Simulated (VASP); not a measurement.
Crystal: CaO.

```
CELL_PARAMETERS angstrom
0.00000 2.40356 2.40356
2.40356 0.00000 2.40356
2.40356 2.40356 0.00000
ATOMIC_POSITIONS crystal
Ca 0.00000 0.00000 0.00000
O 0.50000 0.50000 0.50000
```

The cell is a database's computed one.

Base run:

- Program: VASP 6.6.1
- Functional: PBE
- Potentials or basis: VASP PAW PBE potentials, release 54 (Ca_sv, O)
- Cutoff: 520 eV
- k mesh: 10 × 10 × 10
- Occupations: gaussian, width 0.05 eV
- Spin: no spin polarisation

Its results: band gap on the k mesh 3.64 eV, indirect (least direct gap 4.01 eV); pressure 2.2 GPa.

The run is repeated on the same cell with these changes: functional from PBE to PBEsol; potentials or basis from VASP PAW PBE potentials, release 54 (Ca_sv, O) to VASP PAW PBE potentials, release 64 (Ca_sv, O). What comes out?

Band gap on the k mesh 3.54 eV, indirect (least direct gap 3.91 eV); pressure -2.2 GPa.

Caveats: the PAW data sets were made with another functional, which shifts forces and pressure a little (some runs).

A k mesh can miss the band edges.
